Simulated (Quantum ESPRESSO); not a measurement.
# Al (Fm-3m) in Quantum ESPRESSO: a series of runs

One crystal, Al, is run at these levels: LDA; tasks: band structure, single point, equation of state.

Program: Quantum ESPRESSO 7.5. These are calculated values, not measurements. Logs are shortened: lines on timing, memory, paths and dates and some standing lists are left out, and cuts for length are marked.

**The experiment to reproduce.**

“The interpretation of polycrystalline coherent inelastic neutron scattering from aluminium”, 2013, pmc:3831299 quotes, for a bulk crystal of Al: bulk modulus 76.9 GPa.

The runs below are set against these values where they give the same quantity.

## (1) The crystal as given

It takes space group Fm-3m (No. 225, cubic). The conventional cell has a = 4.050 Å, b = 4.050 Å, c = 4.050 Å, α = 90.00°, β = 90.00°, γ = 90.00°. Al (site symmetry m-3m) has 12 Al at 2.86 Å as nearest neighbours.

## (2) Band structure, LDA

File pw.in:

```
&CONTROL
  calculation = 'scf'
  prefix = 'pwscf'
  outdir = './tmp'
  pseudo_dir = './pseudo'
  tprnfor = .true.
  tstress = .true.
  disk_io = 'low'
/
&SYSTEM
  ibrav = 0
  nat = 1
  ntyp = 1
  ecutwfc = 44
  nbnd = 6
  occupations = 'smearing'
  smearing = 'fd'
  degauss = 0.00367493
/
&ELECTRONS
  conv_thr = 2d-10
  electron_maxstep = 120
  mixing_beta = 0.5
/
ATOMIC_SPECIES
Al    26.9815 Al.upf
CELL_PARAMETERS bohr
   0.0000000000    3.8263269058    3.8263269058
   3.8263269058    0.0000000000    3.8263269058
   3.8263269058    3.8263269058    0.0000000000
ATOMIC_POSITIONS bohr
Al     0.0000000000    0.0000000000    0.0000000000
K_POINTS automatic
11 11 11 0 0 0
```

File bands.in:

```
&CONTROL
  calculation = 'bands'
  prefix = 'pwscf'
  outdir = './tmp'
  pseudo_dir = './pseudo'
  disk_io = 'low'
  verbosity = 'high'
/
&SYSTEM
  ibrav = 0
  nat = 1
  ntyp = 1
  ecutwfc = 44
  nbnd = 6
  occupations = 'smearing'
  smearing = 'fd'
  degauss = 0.00367493
/
&ELECTRONS
  conv_thr = 1d-08
  electron_maxstep = 120
  mixing_beta = 0.5
  diago_full_acc = .true.
/
ATOMIC_SPECIES
Al    26.9815 Al.upf
CELL_PARAMETERS bohr
   0.0000000000    3.8263269058    3.8263269058
   3.8263269058    0.0000000000    3.8263269058
   3.8263269058    3.8263269058    0.0000000000
ATOMIC_POSITIONS bohr
Al     0.0000000000    0.0000000000    0.0000000000
K_POINTS crystal
60
 0.0000000000  0.0000000000  0.0000000000 1
 0.0625000000  0.0000000000  0.0625000000 1
 0.1250000000  0.0000000000  0.1250000000 1
 0.1875000000  0.0000000000  0.1875000000 1
 0.2500000000  0.0000000000  0.2500000000 1
 0.3125000000  0.0000000000  0.3125000000 1
 0.3750000000  0.0000000000  0.3750000000 1
 0.4375000000  0.0000000000  0.4375000000 1
 0.5000000000  0.0000000000  0.5000000000 1
 0.5000000000  0.0625000000  0.5625000000 1
 0.5000000000  0.1250000000  0.6250000000 1
 0.5000000000  0.1875000000  0.6875000000 1
 0.5000000000  0.2500000000  0.7500000000 1
 0.4375000000  0.3125000000  0.7500000000 1
 0.3750000000  0.3750000000  0.7500000000 1
 0.3375000000  0.3375000000  0.6750000000 1
 0.3000000000  0.3000000000  0.6000000000 1
 0.2625000000  0.2625000000  0.5250000000 1
 0.2250000000  0.2250000000  0.4500000000 1
 0.1875000000  0.1875000000  0.3750000000 1
 0.1500000000  0.1500000000  0.3000000000 1
 0.1125000000  0.1125000000  0.2250000000 1
 0.0750000000  0.0750000000  0.1500000000 1
 0.0375000000  0.0375000000  0.0750000000 1
 0.0000000000  0.0000000000  0.0000000000 1
 0.0625000000  0.0625000000  0.0625000000 1
 0.1250000000  0.1250000000  0.1250000000 1
 0.1875000000  0.1875000000  0.1875000000 1
 0.2500000000  0.2500000000  0.2500000000 1
 0.3125000000  0.3125000000  0.3125000000 1
 0.3750000000  0.3750000000  0.3750000000 1
 0.4375000000  0.4375000000  0.4375000000 1
 0.5000000000  0.5000000000  0.5000000000 1
 0.5250000000  0.4500000000  0.5250000000 1
 0.5500000000  0.4000000000  0.5500000000 1
 0.5750000000  0.3500000000  0.5750000000 1
 0.6000000000  0.3000000000  0.6000000000 1
 0.6250000000  0.2500000000  0.6250000000 1
 0.5833333333  0.2500000000  0.6666666667 1
 0.5416666667  0.2500000000  0.7083333333 1
 0.5000000000  0.2500000000  0.7500000000 1
 0.5000000000  0.2857142857  0.7142857143 1
 0.5000000000  0.3214285714  0.6785714286 1
 0.5000000000  0.3571428571  0.6428571429 1
 0.5000000000  0.3928571429  0.6071428571 1
 0.5000000000  0.4285714286  0.5714285714 1
 0.5000000000  0.4642857143  0.5357142857 1
 0.5000000000  0.5000000000  0.5000000000 1
 0.4821428571  0.4821428571  0.5357142857 1
 0.4642857143  0.4642857143  0.5714285714 1
 0.4464285714  0.4464285714  0.6071428571 1
 0.4285714286  0.4285714286  0.6428571429 1
 0.4107142857  0.4107142857  0.6785714286 1
 0.3928571429  0.3928571429  0.7142857143 1
 0.3750000000  0.3750000000  0.7500000000 1
 0.6250000000  0.2500000000  0.6250000000 1
 0.5937500000  0.1875000000  0.5937500000 1
 0.5625000000  0.1250000000  0.5625000000 1
 0.5312500000  0.0625000000  0.5312500000 1
 0.5000000000  0.0000000000  0.5000000000 1
```

Potentials or basis: PseudoDojo 0.4.1 SR LDA standard.

Started as:

```console
$ OMP_NUM_THREADS=1 pw.x -in pw.in > pw.out
$ OMP_NUM_THREADS=1 pw.x -in bands.in > bands.out
```

pw.out:

```text
This program is part of the open-source Quantum ESPRESSO suite
     for quantum simulation of materials; please cite
[... 9 lines left out ...]
     --------------------
     sticks:   dense  smooth     PW     G-vecs:    dense   smooth      PW
     Sum         361     361    121                 4477     4477     869

     Using Slab Decomposition

     bravais-lattice index     =            0
     lattice parameter (alat)  =       5.4112  a.u.
     unit-cell volume          =     112.0408 (a.u.)^3
     number of atoms/cell      =            1
     number of atomic types    =            1
     number of electrons       =         3.00
     number of Kohn-Sham states=            6
     kinetic-energy cutoff     =      44.0000  Ry
     charge density cutoff     =     176.0000  Ry
     scf convergence threshold =      2.0E-10
     mixing beta               =       0.5000
     number of iterations used =            8  plain     mixing
     Exchange-correlation= SLA  PW   NOGX NOGC
                           (   1   4   0   0   0   0   0)

     celldm(1)=   5.411243  celldm(2)=   0.000000  celldm(3)=   0.000000
     celldm(4)=   0.000000  celldm(5)=   0.000000  celldm(6)=   0.000000

     crystal axes: (cart. coord. in units of alat)
               a(1) = (   0.000000   0.707107   0.707107 )
               a(2) = (   0.707107   0.000000   0.707107 )
               a(3) = (   0.707107   0.707107   0.000000 )

     reciprocal axes: (cart. coord. in units 2 pi/alat)
               b(1) = ( -0.707107  0.707107  0.707107 )
               b(2) = (  0.707107 -0.707107  0.707107 )
               b(3) = (  0.707107  0.707107 -0.707107 )

     PseudoPot. # 1 for Al read from file:
     Al.upf
     Pseudo is Norm-conserving + core correction, Zval =  3.0
     Generated using ONCVPSP code by D. R. Hamann
     Using radial grid of 1854 points,  6 beta functions with:
                l(1) =   0
                l(2) =   0
                l(3) =   1
                l(4) =   1
                l(5) =   2
                l(6) =   2

     atomic species   valence    mass     pseudopotential
     Al                3.00    26.98150     Al( 1.00)

     48 Sym. Ops., with inversion, found

   Cartesian axes

     site n.     atom                  positions (alat units)
         1        Al     tau(   1) = (   0.0000000   0.0000000   0.0000000  )

     number of k points=    56  Fermi-Dirac smearing, width (Ry)=  0.0037
                       cart. coord. in units 2pi/alat
        k(    1) = (   0.0000000   0.0000000   0.0000000), wk =   0.0015026
        k(    2) = (   0.0642824   0.0642824  -0.0642824), wk =   0.0120210
        k(    3) = (   0.1285649   0.1285649  -0.1285649), wk =   0.0120210
        k(    4) = (   0.1928473   0.1928473  -0.1928473), wk =   0.0120210
        k(    5) = (   0.2571297   0.2571297  -0.2571297), wk =   0.0120210
        k(    6) = (   0.3214122   0.3214122  -0.3214122), wk =   0.0120210
[... 48 lines left out ...]
        k(   55) = (  -0.0642824  -0.4499770   0.7071068), wk =   0.0360631
        k(   56) = (   0.0000000  -0.3856946   0.6428243), wk =   0.0360631

     Dense  grid:     4477 G-vectors     FFT dimensions: (  24,  24,  24)

     Initial potential from superposition of free atoms

     starting charge       2.9978, renormalised to       3.0000
     Starting wfcs are    4 randomized atomic wfcs +    2 random wfcs

     Self-consistent Calculation

     iteration #  1     ecut=    44.00 Ry     beta= 0.50
     Davidson diagonalization with overlap
     ethr =  1.00E-02,  avg # of iterations =  6.1

     Threshold (ethr) on eigenvalues was too large:
     Diagonalizing with lowered threshold

     Davidson diagonalization with overlap
     ethr =  1.83E-04,  avg # of iterations =  3.6

     total energy              =      -4.72657693 Ry
     estimated scf accuracy    <       0.00541948 Ry

     iteration #  2     ecut=    44.00 Ry     beta= 0.50
     Davidson diagonalization with overlap
     ethr =  1.81E-04,  avg # of iterations =  1.0

     total energy              =      -4.72620565 Ry
     estimated scf accuracy    <       0.00117295 Ry

     iteration #  3     ecut=    44.00 Ry     beta= 0.50
     Davidson diagonalization with overlap
     ethr =  3.91E-05,  avg # of iterations =  1.5

     total energy              =      -4.72624471 Ry
     estimated scf accuracy    <       0.00000201 Ry

     iteration #  4     ecut=    44.00 Ry     beta= 0.50
     Davidson diagonalization with overlap
     c_bands:  1 eigenvalues not converged
     c_bands:  1 eigenvalues not converged
     ethr =  6.70E-08,  avg # of iterations =  5.0

     total energy              =      -4.72624704 Ry
     estimated scf accuracy    <       0.00000001 Ry

     iteration #  5     ecut=    44.00 Ry     beta= 0.50
     Davidson diagonalization with overlap
     ethr =  4.73E-10,  avg # of iterations =  2.7

     total energy              =      -4.72624705 Ry
     estimated scf accuracy    <          1.6E-09 Ry

     iteration #  6     ecut=    44.00 Ry     beta= 0.50
     Davidson diagonalization with overlap
     ethr =  5.29E-11,  avg # of iterations =  1.2

     End of self-consistent calculation

          k = 0.0000 0.0000 0.0000 (   537 PWs)   bands (ev):

    -3.4122  20.1930  20.1930  21.4180  21.4180  21.4180

          k = 0.0643 0.0643-0.0643 (   537 PWs)   bands (ev):

    -3.1891  17.2601  19.4962  19.4962  22.2295  22.4376
[... 81 lines left out ...]
          k =-0.0643-0.3214 0.3214 (   552 PWs)   bands (ev):

     0.3340   8.7932  12.1338  17.7780  19.7968  22.7098

          k = 0.0000-0.2571 0.2571 (   558 PWs)   bands (ev):

    -1.0503  11.4687  12.8388  19.3274  21.4022  22.4864

          k = 0.3857 0.0000-0.0000 (   560 PWs)   bands (ev):

    -0.7580  14.7262  14.7262  14.7524  14.7848  18.1318
[... 33 lines left out ...]
          k =-0.0000-0.5143 0.5143 (   544 PWs)   bands (ev):

     5.7873   5.9957   7.3753  14.2926  16.0041  23.9294

          k = 0.6428-0.0000 0.0000 (   548 PWs)   bands (ev):

     3.7814   7.1482  13.0359  13.2130  13.2130  16.5971

          k =-0.0000-0.6428 0.6428 (   550 PWs)   bands (ev):

     4.9041   6.1778  10.6519  13.2768  14.5009  17.8525

          k = 0.2571 0.1286 0.0000 (   556 PWs)   bands (ev):

    -1.9315  13.6522  14.8058  19.3651  19.5533  21.2611

          k = 0.3214 0.1928-0.0643 (   550 PWs)   bands (ev):

    -0.8309  10.7079  13.9476  17.5332  19.7627  22.7236
[... 25 lines left out ...]
          k =-0.0643-0.3214 0.4500 (   550 PWs)   bands (ev):

     2.0626   7.4120  10.7786  14.3925  20.5037  22.4146

          k = 0.0000-0.2571 0.3857 (   552 PWs)   bands (ev):

     0.4063   9.8270  11.2439  15.7786  21.7484  21.7524

          k = 0.5143 0.1286 0.0000 (   551 PWs)   bands (ev):

     1.5568  10.9256  10.9356  12.2542  16.9535  19.0338

          k =-0.1286-0.5143 0.6428 (   550 PWs)   bands (ev):

     3.1886   8.4946   9.5487  11.8542  17.7631  21.1214

          k =-0.0643-0.4500 0.5785 (   551 PWs)   bands (ev):

     5.1734   6.0121   8.5739  12.2706  18.3763  24.0524

          k = 0.0000-0.3857 0.5143 (   550 PWs)   bands (ev):

     3.8377   7.0891   8.4940  13.1298  19.2817  24.9798

          k =-0.0643-0.5785 0.7071 (   559 PWs)   bands (ev):

     4.0621   7.4275  10.3778  11.7027  16.4157  18.5402
[... 13 lines left out ...]
          k =-0.0643-0.4500 0.7071 (   549 PWs)   bands (ev):

     4.9012   8.1844   8.2310   9.6828  20.2284  21.8112

          k = 0.0000-0.3857 0.6428 (   542 PWs)   bands (ev):

     6.2832   6.5423   7.9034   9.7405  21.4322  24.1634

     the Fermi energy is     7.6661 ev

!    total energy              =      -4.72624705 Ry
     estimated scf accuracy    <          1.4E-11 Ry
     smearing contrib. (-TS)   =      -0.00029644 Ry
     internal energy E=F+TS    =      -4.72595061 Ry

     The total energy is F=E-TS. E is the sum of the following terms:
     one-electron contribution =       2.87996408 Ry
     hartree contribution      =       0.00706087 Ry
     xc contribution           =      -2.22089063 Ry
     ewald contribution        =      -5.39208493 Ry

     convergence has been achieved in   6 iterations

     Forces acting on atoms (cartesian axes, Ry/au):

     atom    1 type  1   force =     0.00000000    0.00000000    0.00000000

     Total force =     0.000000     Total SCF correction =     0.000000

     Computing stress (Cartesian axis) and pressure

          total   stress  (Ry/bohr**3)                   (kbar)     P=      -38.86
  -0.00026416  -0.00000000  -0.00000000          -38.86       -0.00       -0.00
  -0.00000000  -0.00026416  -0.00000000           -0.00      -38.86       -0.00
  -0.00000000  -0.00000000  -0.00026416           -0.00       -0.00      -38.86

=------------------------------------------------------------------------------=
   JOB DONE.
=------------------------------------------------------------------------------=
```

Run time: 5.6 s. Hardware: 1 thread of Arm Neoverse V1, shared host; peak memory 0.09 GiB.

What came out:

| Item | Value |
| --- | --- |
| Free energy | -64.3039 eV |
| Pressure | -3.9 GPa |
| Band gap on the k mesh | none (metal or under the smearing width) |

Levels at the corners of the path, in eV from the Fermi level:
```
point  band 1  band 2  band 3  band 4  band 5  band 6
    Γ  -11.08   12.53   12.53   12.53   13.75   13.75
    X   -2.90   -1.63    5.30    5.48    5.48    8.86
    W   -0.83   -0.83    0.21    0.93   15.67   15.67
    K   -1.87   -1.34   -0.47    6.44    8.12   15.45
    Γ  -11.08   12.53   12.53   12.53   13.75   13.75
    L   -4.54   -4.41   11.13   11.13   11.40   11.40
    U   -1.87   -1.34   -0.47    6.44    8.12   15.45
    W   -0.83   -0.83    0.21    0.93   15.67   15.67
    L   -4.54   -4.41   11.13   11.13   11.40   11.40
    K   -1.87   -1.34   -0.47    6.44    8.12   15.45
    U   -1.87   -1.34   -0.47    6.44    8.12   15.45
    X   -2.90   -1.63    5.30    5.48    5.48    8.86
```

Caveat: some levels on the path didn't converge.

## (3) Single point, LDA, 15.61 Å³/atom

File pw.in:

```
&CONTROL
  calculation = 'scf'
  prefix = 'pwscf'
  outdir = './tmp'
  pseudo_dir = './pseudo'
  tprnfor = .true.
  tstress = .true.
  disk_io = 'nowf'
/
&SYSTEM
  ibrav = 0
  nat = 1
  ntyp = 1
  ecutwfc = 44
  nbnd = 6
  occupations = 'smearing'
  smearing = 'fd'
  degauss = 0.00367493
/
&ELECTRONS
  conv_thr = 2d-10
  electron_maxstep = 120
  mixing_beta = 0.5
/
ATOMIC_SPECIES
Al    26.9815 Al.upf
CELL_PARAMETERS angstrom
   0.0000000000    1.9834708509    1.9834708509
   1.9834708509    0.0000000000    1.9834708509
   1.9834708509    1.9834708509    0.0000000000
ATOMIC_POSITIONS crystal
Al     0.0000000000    0.0000000000    0.0000000000
K_POINTS automatic
11 11 11 0 0 0
```

Potentials or basis: PseudoDojo 0.4.1 SR LDA standard.

Started as:

```console
$ OMP_NUM_THREADS=1 pw.x -in pw.in > pw.out
```

Run time: 2.6 s. Hardware: 1 thread of Arm Neoverse V1, shared host; peak memory 0.09 GiB.

It converged, with:

```
Free energy            : -64.3139 eV
Pressure               : 0.9 GPa
Band gap on the k mesh : none (metal or under the smearing width)
```

## (4) Single point, LDA, 15.94 Å³/atom

pw.in, as its differences from that of step 3:

```diff
@@ -27,5 +27,5 @@
 CELL_PARAMETERS angstrom
-   0.0000000000    1.9834708509    1.9834708509
-   1.9834708509    0.0000000000    1.9834708509
-   1.9834708509    1.9834708509    0.0000000000
+   0.0000000000    1.9974394157    1.9974394157
+   1.9974394157    0.0000000000    1.9974394157
+   1.9974394157    1.9974394157    0.0000000000
 ATOMIC_POSITIONS crystal
```

Started as:

```console
$ OMP_NUM_THREADS=1 pw.x -in pw.in > pw.out
```

It took 2.5 s on 1 thread of Arm Neoverse V1, shared host; peak memory 0.09 GiB.

Results (log left out):

- Free energy: -64.3139 eV
- Pressure: -0.9 GPa
- Band gap on the k mesh: none (metal or under the smearing width)

## (5) Single point, LDA, 16.27 Å³/atom

pw.in, as its differences from that of step 4:

```diff
@@ -27,5 +27,5 @@
 CELL_PARAMETERS angstrom
-   0.0000000000    1.9974394157    1.9974394157
-   1.9974394157    0.0000000000    1.9974394157
-   1.9974394157    1.9974394157    0.0000000000
+   0.0000000000    2.0112152952    2.0112152952
+   2.0112152952    0.0000000000    2.0112152952
+   2.0112152952    2.0112152952    0.0000000000
 ATOMIC_POSITIONS crystal
```

Started as:

```console
$ OMP_NUM_THREADS=1 pw.x -in pw.in > pw.out
```

Wall time 2.6 s (1 thread of Arm Neoverse V1, shared host); peak memory 0.09 GiB.

Results (log left out):

```yaml
Free_energy: -64.3105 eV
Pressure: -2.5 GPa
Band_gap_on_the_k_mesh: none (metal or under the smearing width)
```

## (6) Single point, LDA, 16.60 Å³/atom

pw.in, as its differences from that of step 5:

```diff
@@ -27,5 +27,5 @@
 CELL_PARAMETERS angstrom
-   0.0000000000    2.0112152952    2.0112152952
-   2.0112152952    0.0000000000    2.0112152952
-   2.0112152952    2.0112152952    0.0000000000
+   0.0000000000    2.0248050000    2.0248050000
+   2.0248050000    0.0000000000    2.0248050000
+   2.0248050000    2.0248050000    0.0000000000
 ATOMIC_POSITIONS crystal
```

Potentials or basis: PseudoDojo 0.4.1 SR LDA standard.

Started as:

```console
$ OMP_NUM_THREADS=1 pw.x -in pw.in > pw.out
```

It took 2.6 s on 1 thread of Arm Neoverse V1, shared host; peak memory 0.09 GiB.

It converged, with:

```yaml
Free_energy: -64.3039 eV
Pressure: -3.9 GPa
Band_gap_on_the_k_mesh: none (metal or under the smearing width)
```

## (7) Single point, LDA, 16.93 Å³/atom

pw.in, as its differences from that of step 6:

```diff
@@ -27,5 +27,5 @@
 CELL_PARAMETERS angstrom
-   0.0000000000    2.0248050000    2.0248050000
-   2.0248050000    0.0000000000    2.0248050000
-   2.0248050000    2.0248050000    0.0000000000
+   0.0000000000    2.0382146954    2.0382146954
+   2.0382146954    0.0000000000    2.0382146954
+   2.0382146954    2.0382146954    0.0000000000
 ATOMIC_POSITIONS crystal
```

Started as:

```console
$ OMP_NUM_THREADS=1 pw.x -in pw.in > pw.out
```

Run time: 2.7 s. Hardware: 1 thread of Arm Neoverse V1, shared host; peak memory 0.09 GiB.

It converged, with:

```yaml
Free_energy: -64.2945 eV
Pressure: -5.1 GPa
Band_gap_on_the_k_mesh: none (metal or under the smearing width)
```

## (8) Single point, LDA, 17.27 Å³/atom

pw.in, as its differences from that of step 7:

```diff
@@ -27,5 +27,5 @@
 CELL_PARAMETERS angstrom
-   0.0000000000    2.0382146954    2.0382146954
-   2.0382146954    0.0000000000    2.0382146954
-   2.0382146954    2.0382146954    0.0000000000
+   0.0000000000    2.0514502267    2.0514502267
+   2.0514502267    0.0000000000    2.0514502267
+   2.0514502267    2.0514502267    0.0000000000
 ATOMIC_POSITIONS crystal
```

Started as:

```console
$ OMP_NUM_THREADS=1 pw.x -in pw.in > pw.out
```

Run time: 2.8 s. Hardware: 1 thread of Arm Neoverse V1, shared host; peak memory 0.09 GiB.

The run converged. Its results:

| Property | Result |
| --- | --- |
| Free energy | -64.2827 eV |
| Pressure | -6.3 GPa |
| Band gap on the k mesh | none (metal or under the smearing width) |

## (9) Single point, LDA, 17.60 Å³/atom

pw.in, as its differences from that of step 8:

```diff
@@ -27,5 +27,5 @@
 CELL_PARAMETERS angstrom
-   0.0000000000    2.0514502267    2.0514502267
-   2.0514502267    0.0000000000    2.0514502267
-   2.0514502267    2.0514502267    0.0000000000
+   0.0000000000    2.0645171409    2.0645171409
+   2.0645171409    0.0000000000    2.0645171409
+   2.0645171409    2.0645171409    0.0000000000
 ATOMIC_POSITIONS crystal
```

Potentials or basis: PseudoDojo 0.4.1 SR LDA standard.

Started as:

```console
$ OMP_NUM_THREADS=1 pw.x -in pw.in > pw.out
```

It took 2.7 s on 1 thread of Arm Neoverse V1, shared host; peak memory 0.09 GiB.

Results (log left out):

```yaml
Free_energy: -64.2687 eV
Pressure: -7.3 GPa
Band_gap_on_the_k_mesh: none (metal or under the smearing width)
```

## (10) Equation of state, LDA

Potentials or basis: PseudoDojo 0.4.1 SR LDA standard.

No new run: the results of the series are fitted here.

What came out:

```
Equilibrium volume                      : 15.77 Å³/atom
Bulk modulus                            : 85 GPa
Pressure derivative of the bulk modulus : 4.6
```

Energy against volume, from the lowest point:
| volume (Å³/atom) | energy (meV/atom) |
| --- | --- |
| 15.607 | 0.03 |
| 15.939 | 0.00 |
| 16.271 | 3.47 |
| 16.603 | 10.06 |
| 16.935 | 19.43 |
| 17.267 | 31.26 |
| 17.599 | 45.27 |

## (11) Comparison with measurements

Step 10. Measured bulk modulus of Al: 76.9 GPa (quoted in “The interpretation of polycrystalline coherent inelastic neutron scattering from aluminium”, 2013, pmc:3831299). This calculation gives 85 GPa (+10.8 %). The fit is for a static lattice scaled at fixed shape and fixed fractional positions. The cell as given is a measured one (16.60 Å³/atom); LDA puts the equilibrium volume -5.0 % from it, thermal expansion not counted.
